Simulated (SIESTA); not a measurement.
## SiC (Moissanite) under changes of volume

One of the cells (10.341 Å³/atom); the others are scaled copies at fixed shape and fractional positions:

```
CELL_PARAMETERS angstrom
3.07600 0.00000 0.00000
-1.53800 2.66389 0.00000
0.00000 0.00000 5.04800
ATOMIC_POSITIONS crystal
Si 0.66667 0.33333 0.50000
Si 0.33333 0.66667 0.00000
C 0.66667 0.33333 0.88500
C 0.33333 0.66667 0.38500
```

```yaml
Program: SIESTA 5.4.2
Functional: PBE
Potentials_or_basis: PseudoDojo 0.4 standard (PBE files)
Basis: DZ (energy shift 0.01 Ry)
Grid_cutoff: 500 Ry
Energy_shift: 0.01 Ry
k_mesh: 10 × 10 × 5
Occupations: fermi-dirac, width 0.05 eV
Spin: no spin polarisation
```

```tsv
volume (Å³/atom)	energy over the lowest point (meV/atom)	pressure (GPa)	gap on the mesh (eV)	largest force (eV/Å)
9.721	174.91	41.4	3.03	1.066
9.927	126.10	34.3	3.03	1.028
10.134	86.15	27.8	3.04	0.991
10.341	?	?	?	?
10.548	29.48	16.4	2.96	0.921
10.755	11.64	11.4	2.92	0.890
10.961	0.00	6.8	2.88	0.861
```

**Question.** What does the run at 10.341 Å³/atom give?

**Answer.** Energy over the lowest point 54.13 meV/atom; pressure 21.9 GPa; gap on the mesh 3.01 eV; largest force 0.953 eV/Å.

Worked out: A Birch-Murnaghan fit of order 3 (a polynomial in V^(-2/3)) to the other rows has no minimum within the range. It gives 54.10 meV/atom at 10.341 Å³/atom, against the run's 54.13, and -dE/dV = 21.8 GPa, against 21.9. A parabola through the other rows of the gap, of slope -1.38 eV per unit of ln V there, gives 3.00 eV, against the run's 3.01.

Energies are extrapolated to zero smearing.

Caveats: the basis has no polarisation orbitals; an odd mesh through Γ misses points on the zone boundary, where band edges often lie; the basis of atomic orbitals isn't converged, which shifts pressures, moduli and gaps; forces of over 1 eV/Å show positions far from the minimum, so gaps and moduli don't describe the material at rest (some runs).
